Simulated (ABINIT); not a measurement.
**A GW run on CdS (Hawleyite) in ABINIT, with inputs changed**

Aim: change inputs of a GW run on CdS (Hawleyite) and see what moves.

Calculated with ABINIT 10.8.3; PBE and many-body steps on it, plane waves.

Most raw output is cut from this account.

## (1) Set-up

The structure is cubic, space group F-43m (No. 216). Conventional cell: a = 5.916 Å, b = 5.916 Å, c = 5.916 Å, α = 90.00°, β = 90.00°, γ = 90.00°. Nearest to Cd lie 4 S at 2.56 Å. Nearest to S lie 4 Cd at 2.56 Å. Farther neighbours and most contacts between anions are not listed.

 The runs that relaxed it are not among those shown.

## (2) Screening, 4×4×4 mesh, 167 bands, screening to 190.5 eV

This step: ABINIT 10.8.3; RPA screening on PBE, plane waves, norm-conserving pseudopotentials.

The RPA dielectric matrix is built and inverted for each q.

File run.abi:

```
acell 3*1.0 Angstrom
rprim 
  0.000000000000 2.958200000000 2.958200000000
  2.958200000000 0.000000000000 2.958200000000
  2.958200000000 2.958200000000 -0.000000000000
ntypat 2
znucl 48 16
natom 2
typat 1 2
xred 
  0.000000000000 0.000000000000 0.000000000000
  0.250000000000 0.250000000000 0.250000000000
pp_dirpath "pseudos"
pseudos "Cd.upf, S.upf"
ecut 47
ngkpt 4 4 4
nshiftk 1
shiftk 0 0 0
kptopt 1
chksymbreak 0
istwfk *1
occopt 1
irdwfk 1
optdriver 3
nband 167
ecuteps 7
inclvkb 2
awtr 1
symchi 1
indata_prefix "in"
outdata_prefix "out"
tmpdata_prefix "tmp"
```

Started as:

```console
OMP_NUM_THREADS=1 mpirun -n 4 abinit run.abi > log
```

It took 1.7 min on 4 MPI ranks of Arm Neoverse V1, shared host; peak memory 1.7 GiB.

Numbers from this step:

```yaml
eps_infinity_with_local_fields_on_this_mesh_along_the_program_s_q_direction: 12.13
the_same_without_local_fields: 12.86
plasma_frequency: 26.31 eV
plane_waves_in_the_screening_matrix: 331
```

Local fields lower ε∞ by 6 %. On a Γ-centred mesh this coarse the value itself is usually too large, while a short band sum pulls it down.

## (3) Base

The self-energy is evaluated for the states that the input lists, and the levels follow from it, in one-shot runs by the linearised quasiparticle equation.

This step: G0W0 on PBE, plane waves, norm-conserving pseudopotentials.

run.abi: that of step 2 with these lines changed.

```diff
@@ -23,8 +23,15 @@
 irdwfk 1
-optdriver 3
+optdriver 4
 nband 167
+gwcalctyp 0
+ecutsigx 47
+symsigma 1
+nkptgw 1
+kptgw 
+  0.0000000000 0.0000000000 0.0000000000
+bdgw 
+  11 17
 ecuteps 7
-inclvkb 2
-awtr 1
-symchi 1
+irdscr 1
+ppmodel 1
 indata_prefix "in"
```

Wall time 16 s (4 MPI ranks); peak memory 1.6 GiB.

This step gave:

```yaml
g0w0_gap_on_the_points_computed: 1.994 eV
starting_gap_on_the_mesh: 1.051 eV
k_of_the_valence_top: 0, 0, 0
k_of_the_conduction_bottom: 0, 0, 0
z_at_the_valence_top: 0.777
z_at_the_conduction_bottom: 0.809
least_direct_g0w0_gap_on_the_computed_points: 1.994 eV
```

The gap on the mesh goes from 1.05 eV to 1.99 eV, a correction of +0.94 eV.

## (4) Coulomb singularity

run.abi: that of step 3 with these lines changed.

```diff
@@ -36,2 +36,3 @@
 ppmodel 1
+gw_icutcoul 0
 indata_prefix "in"
```

Run time: 17 s. Hardware: 4 MPI ranks; peak memory 1.6 GiB.

This step gave:

* G0W0 gap on the points computed: 1.969 eV
* starting gap on the mesh: 1.051 eV
* k of the valence top: 0, 0, 0
* k of the conduction bottom: 0, 0, 0
* Z at the valence top: 0.784
* Z at the conduction bottom: 0.812
* least direct G0W0 gap on the computed points: 1.969 eV

Against G0W0 in ABINIT (4×4×4 mesh, 167 bands, screening to 190.5 eV, Godby-Needs plasmon pole), the gap moves by −0.025 eV.

## (5) Side by side

Times are wall times on 4 MPI ranks of Arm Neoverse V1, shared host, good to a factor of about two. A run's time includes the screening step that it read.

```csv
run,mesh,bands,screening cutoff (eV),DFT gap (eV),gap on the mesh (eV),direct (eV),ε∞ used,time
base,4×4×4,167,190.5,1.051,1.994,1.994,12.13,2 min
Coulomb singularity,4×4×4,167,190.5,1.051,1.969,1.969,12.13,2 min
```

## (6) Outcome

| Quantity | Value |
| --- | --- |
| base | 1.994 eV |
| Coulomb singularity | 1.969 eV |
| known limits | not at the basis limit; no spin-orbit coupling; coarse k mesh |

In words: Coulomb singularity: −0.025 eV against base (keys changed: gw_icutcoul). Bands and cutoff are finite, so the gap is not at the basis limit. The miss can reach some tenths of an eV and take either sign; the mesh is an error of its own. In the G0W0 runs levels were corrected at 1 k point alone, so a gap called «on the mesh» is the least over those, and an edge elsewhere would be missed. The 4×4×4 mesh is coarse for this cell, which bears on the long-range parts of exchange and screening. The many-body steps are scalar-relativistic: spin-orbit coupling is not in them.

[Paths, hosts, dates, memory and timing lines, banners, echoed tables and standing remarks are left out of the program output.]

[Logs are printed without paths, hosts, clocks, repeated set-up lines and the standing remarks that a program may print on its own settings, such as how far it seeks lower states.]

[Runs of the session that timed out or met a known fault of the program may be left out.]

[Hosts, paths, dates, database ids (printed as entryN), source tags and the programs' standing remarks are cut or masked in the printed files.]

[G0W0 gaps are taken among the corrected bands and points alone; a level outside them can change the order at an edge.]

[Where Ansatz stands beside ABINIT at settings called matched, ABINIT's density can come from a denser mesh and the files from another edition; pairs whose starting gaps differed by over 0.03 eV were left out, so agreement reads better than it is.]
